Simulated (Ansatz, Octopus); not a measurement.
Given: the input of a run of Ansatz 0.2.0 on Be (Beryllium). Atoms were shifted at random by some hundredths of an Å from the given cell, which wasn't relaxed again for these runs. 

input.yaml

```yaml
crystal:
  lattice:
    - [2.2853, 0.0, 0.0]
    - [-1.14265, 1.9791278553, 0.0]
    - [0.0, 0.0, 3.5842]
  atoms:
    - { symbol: Be, position: [0.688238, 0.338444, 0.750179] }
    - { symbol: Be, position: [0.317394, 0.656756, 0.258544] }
hamiltonian:
  xc: pbesol
  pseudopotentials: { kind: paw }
kpoints:
  mp_grid: { grid: [13, 13, 8] }
scf:
  occupations: { method: fermi_dirac, width: 0.05 }
output:
  forces: true
  stress: true
  eigenvalues: true
```

Potentials or basis: Ansatz PAW.

Run with:

```sh
$ ansatz run input.yaml --threads 1 --pin off --max-ram 3584MiB --backend cpu --events-out ev --progress --plain --runs-dir out
```

Question: What does the same run look like in Octopus 16.4? Potentials or basis there: pseudodojo_pbesol (PseudoDojo 0.4, PBEsol).

Answer: As run (cutoffs and basis follow the program's own potentials, and thresholds, step limits or extra output files can differ):

File inp:

```
CalculationMode = gs
UnitsOutput = eV_Angstrom
PeriodicDimensions = 3
ExperimentalFeatures = yes
PseudopotentialSet = pseudodojo_pbesol
%LatticeParameters
 1*angstrom | 1*angstrom | 1*angstrom
%
%LatticeVectors
 2.2853 | 0 | 0
 -1.14265 | 1.9791278553 | 0
 0 | 0 | 3.5842
%
%ReducedCoordinates
 "Be" | 0.688238 | 0.338444 | 0.750179
 "Be" | 0.317394 | 0.656756 | 0.258544
%
%Spacing
 0.12027895*angstrom | 0.12027895*angstrom | 0.11947333*angstrom
%
DerivativesOrder = 8
%KPointsGrid
 13 | 13 | 8
%
KPointsUseSymmetries = yes
XCFunctional = gga_x_pbe_sol + gga_c_pbe_sol
SmearingFunction = fermi_dirac
Smearing = 0.05*eV
ExtraStates = 6
Eigensolver = chebyshev_filter
ConvRelDens = 3e-7
MaximumIter = 120
```

Potentials or basis: pseudodojo_pbesol (PseudoDojo 0.4, PBEsol).

The run is started by

```bash
$ OMP_NUM_THREADS=1 octopus > out.log
```

Both were run:

|  | Ansatz | Octopus |
| --- | --- | --- |
| Largest force | 0.361 eV/Å | 0.365 eV/Å |
| Energy over the undisturbed cell | 6.8 meV/atom | 7.1 meV/atom |

The potentials hold 4 and 8 valence electrons a cell.

Ansatz's potentials were made for PBE.

Where Ansatz's input types no cutoff or centring, it takes its own default and a Γ-centred mesh.
